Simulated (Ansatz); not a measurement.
System: zinc-blende ZnTe. Method: PBEsol (PAW; Ansatz, a first-principles code).

Run with plane-wave cutoff 520 eV, 10×10×10 k mesh, perturbation theory, scalar-relativistic PAW data made under PBE.

The cell has the measured lattice: a = 6.089 Å, b = 6.089 Å, c = 6.089 Å, α = 90.00°, β = 90.00°, γ = 90.00°.

Task: What does this level give for the TO(Γ) frequency?

Result: 
* **TO(Γ) frequency**: 178 cm⁻¹

Measured, for comparison: zone-centre TO phonon frequency 177 ± 2 cm⁻¹ (room temperature, not corrected to a static lattice, neutron, our sources range from 175 to 177; as tabulated in Vagelatos et al., J. Chem. Phys. (1974)). Computed (rounded) less measured: zone-centre TO phonon frequency +0.6 % (+0.6 % to +2 % over the range).

Note: the cell isn't this level's own, so it is under some stress, which shifts stiffness and frequencies.

Spin–orbit coupling is not included.
